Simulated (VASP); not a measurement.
Set up this calculation in VASP 6.6.1, as the native input.

```
Task                   : relaxation of cell and atoms
Functional             : r2SCAN
Potentials or basis    : VASP PAW PBE potentials, release 64 (Pd)
Cutoff                 : 600 eV
k mesh                 : 6 × 6 × 6
Occupations            : gaussian, width 0.1 eV
Spin                   : no spin polarisation
Dipole correction      : no
Further INCAR settings : ALGO = Normal; EDIFF = 1e-06; IBRION = 2; EDIFFG = -0.04; NSW = 90; ISIF = 3
```

Crystal: Pd.

```
CELL_PARAMETERS angstrom
1.69740 0.97999 3.14762
-1.69740 0.97999 3.14762
0.00000 -1.95999 3.14762
ATOMIC_POSITIONS crystal
Pd 0.22754 0.22754 0.22754
Pd 0.77246 0.77246 0.77246
```

The cell was built by a generator and needn't be a form met in nature.

These files were run (other wordings do the same):

POSCAR

```
Pd
1.0
    1.6973996701      0.9799941565      3.1476241818
   -1.6973996701      0.9799941565      3.1476241818
    0.0000000000     -1.9599883129      3.1476241818
Pd
2
Direct
    0.2275400000      0.2275400000      0.2275400000
    0.7724600000      0.7724600000      0.7724600000
```

INCAR.step1

```
SYSTEM = Pd
  PREC = Accurate
  ENCUT = 600
  ISMEAR = 0
  SIGMA = 0.1
  LREAL = .FALSE.
  LASPH = .TRUE.
  NELM = 100
  GGA = PE
  ALGO = Normal
  EDIFF = 1E-4
  LWAVE = .TRUE.
  LCHARG = .FALSE.
```

INCAR.step2

```
SYSTEM = Pd
  PREC = Accurate
  ENCUT = 600
  EDIFF = 1E-6
  ISMEAR = 0
  SIGMA = 0.1
  LREAL = .FALSE.
  LASPH = .TRUE.
  NELM = 100
  ALGO = Normal
  ISIF = 3
  LWAVE = .FALSE.
  LCHARG = .FALSE.
  METAGGA = R2SCAN
  LMIXTAU = .TRUE.
  IBRION = 2
  NSW = 90
  EDIFFG = -0.04
  ISTART = 1
```

KPOINTS

```
Automatic mesh
0
G
  6 6 6
  0 0 0
```

Potentials or basis: VASP PAW PBE potentials, release 64 (Pd).

Launch:

```bash
$ cat potpaw_PBE.64/Pd/POTCAR > POTCAR
$ cp INCAR.step1 INCAR
$ mpirun -np 1 vasp_std > vasp.out
$ cp INCAR.step2 INCAR
$ mpirun -np 1 vasp_std > vasp.out
```

Results of the run:

```
Relaxed volume                         : 14.90 Å³/atom
Relaxed cell                           : a = 4.788 Å, b = 4.788 Å, c = 4.788 Å, α = 33.51°, β = 33.51°, γ = 33.51°
Space group after relaxing (to 0.05 Å) : Fm-3m (No. 225)
Energy gained by relaxing              : 1139.4 meV/atom
Ionic steps                            : 39
Pressure after relaxing                : -0.1 GPa
Largest force after relaxing           : 0.009 eV/Å
Band gap on the k mesh                 : none (metal or under the smearing width)
```

Caveat: the k mesh is coarse (spacing up to 0.37 Å⁻¹), so the values aren't converged; the PAW data sets were made with another functional, which shifts forces and pressure a little.

Run time: 30 min on 1 thread of Intel(R) Xeon(R) Platinum 8488C (Sapphire Rapids), with other jobs on the host, peak memory 0.2 GiB.
